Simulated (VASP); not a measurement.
All values below come from PBE GGA, VASP's PBE PAW potentials (set 64) (plane waves; VASP).

VASP ran on this input.

### KPOINTS
```
Automatic mesh
0
Gamma
9 9 5
0 0 0
```

File POSCAR:
```
BeO
1
    1.3835033515    -2.3962985216     0.0000000000
    1.3835033515     2.3962985216     0.0000000000
    0.0000000000     0.0000000000     4.4915568226
Be O
2 2
Direct
  0.6666670000   0.3333330000   0.5000376323
  0.3333330000   0.6666670000   0.0000376323
  0.6666670000   0.3333330000   0.8779623677
  0.3333330000   0.6666670000   0.3779623677
```

INCAR:
```
# general
SYSTEM  =  BeO
PREC    =  Accurate
ENCUT   =  520   # plane-wave cut-off (eV)
LREAL   =  .FALSE.
LASPH   =  .TRUE.   # aspherical one-centre terms

# electronic loop
EDIFF   =  1E-7   # SCF stop (eV)
NELM    =  100
ALGO    =  Normal   # blocked Davidson

# smearing
ISMEAR  =  0   # Gaussian
SIGMA   =  0.05   # width (eV)

# functional
GGA     =  PE   # PBE

# ions
IBRION  =  2
NSW     =  30   # most ionic steps
ISIF    =  4   # ions and shape, fixed volume
EDIFFG  =  -0.01

# output
LWAVE   =  .FALSE.
LCHARG  =  .FALSE.
```

POTCAR, in this order: Be O (PBE.64 set). Program: vasp_std.

The resulting files:

OSZICAR:
```
       N       E                     dE             d eps       ncg     rms          rms(c)
DAV:   1     0.615487673698E+02    0.61549E+02   -0.87235E+03   864   0.126E+03
DAV:   2    -0.272598890580E+02   -0.88809E+02   -0.83249E+02  1156   0.272E+02
DAV:   3    -0.304782332704E+02   -0.32183E+01   -0.32045E+01  1144   0.561E+01
DAV:   4    -0.305043360012E+02   -0.26103E-01   -0.26089E-01  1076   0.571E+00
DAV:   5    -0.305046998132E+02   -0.36381E-03   -0.36379E-03  1116   0.592E-01    0.890E+00
DAV:   6    -0.283981302096E+02    0.21066E+01   -0.77694E+00   992   0.247E+01    0.288E+00
DAV:   7    -0.283942345679E+02    0.38956E-02   -0.12590E-01  1012   0.369E+00    0.183E+00
DAV:   8    -0.284051796515E+02   -0.10945E-01   -0.39911E-02   936   0.284E+00    0.281E-01
DAV:   9    -0.284040700307E+02    0.11096E-02   -0.35629E-03  1116   0.592E-01    0.707E-02
DAV:  10    -0.284044299033E+02   -0.35987E-03   -0.77655E-04   960   0.235E-01    0.480E-02
DAV:  11    -0.284043988065E+02    0.31097E-04   -0.15541E-04  1120   0.117E-01    0.407E-03
DAV:  12    -0.284043989058E+02   -0.99239E-07   -0.40575E-06  1020   0.219E-02    0.112E-03
DAV:  13    -0.284043991376E+02   -0.23185E-06   -0.69649E-07  1072   0.785E-03    0.190E-03
DAV:  14    -0.284043990610E+02    0.76628E-07   -0.14949E-07   728   0.372E-03
   1 F= -.28404399E+02 E0= -.28404399E+02  d E =-.284044E+02
```

### OUTCAR
```
------------------------ aborting loop because EDIFF is reached ----------------------------------------
  FORCE on cell =-STRESS in cart. coord.  units (eV):
  Direction    XX          YY          ZZ          XY          YZ          ZX
  --------------------------------------------------------------------------------------
  Total       -2.0339910     -2.0339918     -1.9931640      0.0000000      0.0000000      0.0000000
  in kB     -109.4237489   -109.4237876   -107.2273517      0.0000000      0.0000000      0.0000000
  external PRESSURE =    -108.6916294 kB  Pullay stress =       0.0000000 kB
  volume of cell :       29.78
      direct lattice vectors                 reciprocal lattice vectors
     1.383503351 -2.396298522  0.000000000     0.361401365 -0.208655139  0.000000000
     1.383503351  2.396298522  0.000000000     0.361401365  0.208655139  0.000000000
     0.000000000  0.000000000  4.491556823     0.000000000  0.000000000  0.222639953
 POSITION                                       TOTAL-FORCE (eV/Angst)
 -----------------------------------------------------------------------------------
      1.38350     -0.79877      2.24595         0.000000      0.000000     -0.003448
      1.38350      0.79877      0.00017        -0.000000      0.000000     -0.003448
      1.38350     -0.79877      3.94342        -0.000000      0.000000      0.003448
      1.38350      0.79877      1.69764        -0.000000      0.000000      0.003448
 -----------------------------------------------------------------------------------
    total drift:                                0.000000      0.001625      0.000113
  FREE ENERGIE OF THE ION-ELECTRON SYSTEM (eV)
  ---------------------------------------------------
  free  energy   TOTEN  =       -28.4043990610 eV

  energy  without entropy=      -28.4043990610  energy(sigma->0) =      -28.40439906

 reached required accuracy - stopping structural energy minimisation
```
(Selected blocks of OUTCAR.)

The compound is BeO in the wurtzite structure. This cell is one point of a volume scan, at 1.06 of the reference volume.
